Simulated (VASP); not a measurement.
# C₂H₆: harmonic vibrations of a molecule

C₂H₆, molecule in box, 8 atoms in the cell. PBE, harmonic vibrations; PAW potentials C, H (PBE set).

## Input

INCAR.step1:
```
SYSTEM = H3C
PREC = Accurate
ENCUT = 400
EDIFF = 1E-8
ISMEAR = 0
SIGMA = 0.01
ISYM = 0
LREAL = .FALSE.
LASPH = .TRUE.
NELM = 100
ALGO = Normal
LWAVE = .FALSE.
LCHARG = .FALSE.
IBRION = 2
NSW = 60
ISIF = 2
EDIFFG = -0.002
POTIM = 0.5
```

INCAR.step2, as INCAR.step1 but for:
```
- IBRION = 2
- NSW = 60
- ISIF = 2
- EDIFFG = -0.002
- POTIM = 0.5
+ IBRION = 5
+ NFREE = 2
+ POTIM = 0.015
+ NSW = 1
```

KPOINTS:
```
k-points
0
Gamma
  1 1 1
```

POSCAR.step1:
```
H3C
1.0
   12.0000000000      0.0000000000      0.0000000000
    0.0000000000     12.0000000000      0.0000000000
    0.0000000000      0.0000000000     12.0000000000
C H
2 6
Direct
    0.4738500000      0.5127625000      0.4467916700
    0.5283166700      0.4907291700      0.5588750000
    0.5069583300      0.4576125000      0.3823416700
    0.3838250000      0.4996041700      0.4504166700
    0.4878666700      0.5984291700      0.4193000000
    0.4952166700      0.5458791700      0.6233250000
    0.6183416700      0.5038791700      0.5552416700
    0.5142916700      0.4050708300      0.5863750000
```

Commands (each step's output is kept before the next begins):
```
cat potpaw_PBE.64/C/POTCAR potpaw_PBE.64/H/POTCAR > POTCAR
cp INCAR.step1 INCAR
cp POSCAR.step1 POSCAR
mpirun -np 4 vasp_gam > vasp.out
cp CONTCAR POSCAR
cp INCAR.step2 INCAR
mpirun -np 4 vasp_gam > vasp.out
```

## Result

- Vibrations (cm⁻¹; a negative value is imaginary): 3048, 3047, 3023, 3022, 2974, 2972, 1456, 1456, 1454, 1454, 1371, 1359, 1177, 1176, 992, 800, 799, 299
- Zero-point energy (eV): 1.976
- Translations and rotations, which should read zero (cm⁻¹): -27, -19, -18, 2, 4, 9
- Vibrational entropy at 298 K (meV/K): 0.092
- Displaced cells: 48
- Ionic steps, all stages: 59
- Electronic steps, all stages: 1079

VASP 6.6.1 took 1442 s on 4 cores (AMD EPYC 7R43 (Zen 3)), a shared host.
